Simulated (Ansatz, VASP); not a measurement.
## Sn: VASP beside Ansatz

```
CELL_PARAMETERS angstrom
5.23711 0.00000 0.00000
-2.61856 4.53547 0.00000
0.00000 0.00000 3.19259
ATOMIC_POSITIONS crystal
Sn 0.00000 0.00000 0.00000
Sn 0.33333 0.66667 0.50000
Sn 0.66667 0.33333 0.50000
```

Alike in both runs: task single point; functional RPBE; k mesh 8 × 8 × 11; occupations fermi-dirac, width 0.1 eV; no spin polarisation.

```csv
,VASP,Ansatz
version,VASP 6.6.1,Ansatz 0.2.0
potentials or method,"VASP PAW PBE potentials, release 64 (Sn_d)","plane waves (420 eV) with PAW, scalar-relativistic"
plane-wave cutoff (eV),520,420
valence electrons in the cell,42,42
```

|  | VASP | Ansatz | Ansatz less VASP |
| --- | --- | --- | --- |
| pressure (GPa) | 7.7 | 7.8 | +0.05 |
| largest component of the traceless stress (GPa) | 2.47 | 2.47 | +0.007 |

With one functional, cell and mesh, what is left measures potentials, basis and numerics.

Caveats: the PAW data sets were made with another functional, which shifts forces and pressure a little (VASP).
